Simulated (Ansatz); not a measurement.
# PbS (Cmcm): band gap under exact exchange from a Python script

Computed with Ansatz 0.2.0 through its Python package. The levels of theory stand in the script.

### 1 The system

It takes space group Cmcm (No. 63, orthorhombic). The conventional cell has a = 4.160 Å, b = 11.983 Å, c = 4.279 Å, α = 90.00°, β = 90.00°, γ = 90.00°. Around Pb (site symmetry m2m) lie 5 S at 2.69 to 2.99 Å. Around S (site symmetry m2m) lie 5 Pb at 2.69 to 2.99 Å.

No structure file is read: the coordinates are typed or built in the script.

### 2 The script

File hybrid_pbs.py:

```python
"""Exact exchange and the gap of PbS."""

import ansatz as az
from ase import Atoms
import numpy as np
from tabulate import tabulate


def count_gap(report):
    # lowest empty less highest filled band, counting bands; zero where they overlap
    return max(report.get("gap_by_band_count_ev") or 0.0, 0.0)

atoms = Atoms(
    ["Pb", "Pb", "S", "S"],
    scaled_positions=[
        (0.869437, 0.130563, 0.75),
        (0.130563, 0.869437, 0.25),
        (0.645203, 0.354797, 0.75),
        (0.354797, 0.645203, 0.25),
    ],
    cell=[
        (2.079953, -5.991297, 0.0),
        (2.079953, 5.991297, 0.0),
        (0.0, 0.0, 4.279321),
    ],
    pbc=True,
)
pbs = az.Crystal.from_ase(atoms)

setup = (
    pbs.calculation()
    .kpoints(3)
    .occupations("Marzari-Vanderbilt", width=0.01)
    .basis(550)
    .band_table()
)
rows = []
for value in ["lda", "hse06", "r2scan"]:
    summary = setup.functional(value).run().report
    width = summary["fermi_energy_ev"] - min(e for e in summary["eigenvalues_ev"][0] if e > summary["fermi_energy_ev"] - 10)
    rows.append((value, count_gap(summary), width, summary.get("hybrid", {}).get("n_outer", 0), summary["n_iterations"]))
print(tabulate(rows, headers=["functional", "gap by band count eV", "E_F less lowest level within 10 eV (first k)", "exchange loops", "iterations"], floatfmt=".4f", tablefmt="github"))
```

### 3 The input behind the calls

The package turns the script's settings into the engine's input (first run):

```yaml
crystal:
  lattice:
    - [2.079953, -5.991297, 0.0]
    - [2.079953, 5.991297, 0.0]
    - [0.0, 0.0, 4.279321]
  atoms:
    - { symbol: Pb, position: [0.869437, 0.130563, 0.75] }
    - { symbol: Pb, position: [0.130563, 0.869437, 0.25] }
    - { symbol: S, position: [0.645203, 0.35479700000000003, 0.75] }
    - { symbol: S, position: [0.35479700000000003, 0.645203, 0.25] }
basis:
  ecutwfc: 550.0
kpoints:
  mp_grid:
    grid: [3, 3, 3]
hamiltonian:
  xc: lda
scf:
  occupations:
    method: cold
    width: 0.01
output:
  eigenvalues: true
```

### 4 Running it

Launch:

```console
$ python hybrid_pbs.py
```

What time and memory should one allow on 1 thread of Arm Neoverse V1, shared host?

About 47 s, with a peak of 1.7 GiB.
